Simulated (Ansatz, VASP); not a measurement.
# CdS in VASP and in Ansatz

```
CELL_PARAMETERS angstrom
0.00000 2.79747 2.79747
2.79747 0.00000 2.79747
2.79747 2.79747 0.00000
ATOMIC_POSITIONS crystal
Cd 0.00000 0.00000 0.00000
S 0.75000 0.75000 0.75000
```

Alike in both runs: task single point; functional PBEsol; k mesh 8 × 8 × 8; occupations gaussian, width 0.02 eV; no spin polarisation.

|  | VASP | Ansatz |
| --- | --- | --- |
| version | VASP 6.6.1 | Ansatz 0.2.0 |
| potentials or method | VASP PAW PBE potentials, release 64 (Cd, S) | scalar-relativistic, plane waves, PAW |
| plane-wave cutoff (eV) | 520 | 420 |
| valence electrons in the cell | 18 | 26 |

```tsv
	VASP	Ansatz	Ansatz less VASP
gap on the k mesh at the Fermi level (eV)	1.26	1.24	-0.015
least direct gap on the mesh (eV)	1.26	1.24	-0.015
pressure (GPa)	10.4	9.8	-0.66
```

The two sets of potentials don't hold the same shells in valence.

Caveats: the PAW data sets were made with another functional, which shifts forces and pressure a little (VASP).
